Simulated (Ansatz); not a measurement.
# BaHfO3 from BaO and HfO2: a reaction energy

Program: the Python package of Ansatz (0.2.0).

Input file `bahfo3_bahfo3_p4mm.extxyz`:
```text
5
Lattice="4.1695668 0.0 0.0 0.0 4.1695668 0.0 0.0 0.0 4.17037663" Properties=species:S:1:pos:R:3 pbc="T T T"
Ba    2.08478340    2.08478340    4.15546737
Hf    0.00000000    0.00000000    2.07632764
O     0.00000000    2.08478340    2.08055978
O     2.08478340    0.00000000    2.08055978
O     0.00000000    0.00000000    4.16179075
```

`bahfo3_bao_fm_3m.vasp`
```text
BaO
1.0
   0.00000000    2.75000000    2.75000000
   2.75000000    0.00000000    2.75000000
   2.75000000    2.75000000    0.00000000
Ba O
1 1
Direct
   0.00000000    0.00000000    0.00000000
   0.50000000    0.50000000    0.50000000
```

`bahfo3_hfo2_fm_3m.vasp`
```text
HfO2
1.0
   0.00000000    2.55750000    2.55750000
   2.55750000    0.00000000    2.55750000
   2.55750000    2.55750000    0.00000000
Hf O
1 2
Direct
   0.00000000    0.00000000    0.00000000
   0.25000000    0.25000000    0.25000000
   0.75000000    0.75000000    0.75000000
```

Script `reaction_bahfo3.py`:
```python
"""Reaction energy of BaHfO3 from BaO and HfO2, at the given cells."""

from collections import Counter
import warnings

import ansatz as az
from ase.io import read
import numpy as np
from pymatgen.analysis.reaction_calculator import ComputedReaction
from pymatgen.entries.computed_entries import ComputedEntry

CUTOFF = 420
XC = "pbe"
KSPACING = 0.3
OCCUPATIONS = "fixed"


def run_phase(name, crystal):
    calc = (
        crystal.calculation()
        .basis(CUTOFF)
        .functional(XC)
        .kpoints(spacing=KSPACING)
        .occupations(OCCUPATIONS)
        .stress()
    )
    return calc.run()


def counts(outcome):
    return Counter(site.symbol for site in outcome.lattice.sites)


def volume_per_atom(outcome):
    return abs(np.linalg.det(outcome.lattice.cell_ang)) / len(outcome.lattice.sites)

warnings.simplefilter("ignore", az.DeckWarning)

phases = {}
bahfo3_p4mm = az.Crystal.from_extxyz("bahfo3_bahfo3_p4mm.extxyz")
phases["BaHfO3 P4mm"] = bahfo3_p4mm
atoms = read("bahfo3_bao_fm_3m.vasp", format="vasp")
bao_fm_3m = az.Crystal.from_ase(atoms)
phases["BaO Fm-3m"] = bao_fm_3m
atoms = read("bahfo3_hfo2_fm_3m.vasp", format="vasp")
hfo2_fm_3m = az.Crystal.from_ase(atoms)
phases["HfO2 Fm-3m"] = hfo2_fm_3m

done = {name: run_phase(name, crystal) for name, crystal in phases.items()}

entry = {name: ComputedEntry(dict(counts(o)), o.report["free_energy_ev"]) for name, o in done.items()}
reaction = ComputedReaction([entry["BaO Fm-3m"], entry["HfO2 Fm-3m"]], [entry["BaHfO3 P4mm"]])
reaction.normalize_to(entry["BaHfO3 P4mm"].composition.reduced_composition)
print(reaction)
print("energy per formula unit of the product:", round(reaction.calculated_reaction_energy, 4), "eV")
for name, o in done.items():
    print(f"  {name:18s} {volume_per_atom(o):7.3f} A^3/atom")
```

```console
$ python reaction_bahfo3.py
BaO + HfO2 -> BaHfO3
energy per formula unit of the product: -1.4661 eV
  BaHfO3 P4mm         14.501 A^3/atom
  BaO Fm-3m           20.797 A^3/atom
  HfO2 Fm-3m          11.152 A^3/atom
```

Notes:
- Spin is left out of this run.
- Spin-orbit coupling, which matters for elements this heavy, is left out.
- The cells come from databases of deposited and of computed structures, and not all need be stable phases.
- The reactants and the product are the structures named, not necessarily the lowest of each compound, so sign and change of volume hang on that choice. A semilocal functional's error on such energies is often 0.05 to 0.1 eV an atom, and 0.1 to 0.3 eV against gases such as O2 or F2.
- Timing: 9.7 s on 1 thread of Intel(R) Xeon(R) 6975P-C (Granite Rapids), on a shared host, peak memory 0.57 GiB.
